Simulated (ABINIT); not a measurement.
The system is ZnS (Wurtzite-2H).

```xyz
4
Lattice="3.8110 0.0000 0.0000 -1.9055 3.3004 0.0000 0.0000 0.0000 6.2340" Properties=species:S:1:pos:R:3 pbc="T T T"
Zn    1.9055    1.1001    3.1170
Zn    0.0000    2.2003    0.0000
S     1.9055    1.1001    5.5171
S     0.0000    2.2003    2.4001
```

```yaml
Program: ABINIT 10.8.3 (patched build)
Task: relaxation of cell and atoms
Functional: PBEsol
Potentials_or_basis: PseudoDojo NC SR PBEsol v0.4.1 standard
Cutoff: 1143 eV
k_mesh: 6 × 6 × 4
Occupations: fermi-dirac, width 0.05 eV
Spin: no spin polarisation
```

At the start: pressure -1.3 GPa; volume 19.60 Å³/atom.

Q: Where does the relaxation end?

A: Over 12 steps the energy falls by 7.0 meV/atom and the volume is 19.21 Å³/atom (-2.0 %); space group P6_3mc (No. 186, to 0.05 Å).

Step by step:
| step | energy change (eV) | largest force (eV/Å) | pressure (GPa) | volume (Å³) |
| --- | --- | --- | --- | --- |
| 1 | 0.0000 | 0.3073 | -1.33 | 78.41 |
| 2 | -0.0071 | 0.2762 | -1.07 | 78.09 |
| 3 | -0.0233 | 0.0268 | 0.54 | 76.36 |
| 4 | -0.0244 | 0.0729 | 0.19 | 76.70 |
| 5 | -0.0250 | 0.0714 | 0.10 | 76.79 |
| 6 | -0.0274 | 0.0190 | -0.29 | 77.15 |
| 7 | -0.0277 | 0.0030 | -0.23 | 77.09 |
| 8 | -0.0279 | 0.0141 | -0.11 | 76.97 |
| 9 | -0.0279 | 0.0117 | -0.03 | 76.89 |
| 10 | -0.0280 | 0.0037 | 0.01 | 76.85 |
| 11 | -0.0280 | 0.0005 | 0.00 | 76.85 |
| 12 | -0.0280 | 0.0000 | 0.00 | 76.86 |

Final structure:
```xyz
4
Lattice="3.7818 0.0000 0.0000 -1.8909 3.2752 0.0000 0.0000 0.0000 6.2049" Properties=species:S:1:pos:R:3 pbc="T T T"
Zn    1.8909    1.0917    3.1359
Zn    0.0000    2.1834    0.0335
S     1.8909    1.0917    5.4579
S     0.0000    2.1834    2.3554
```
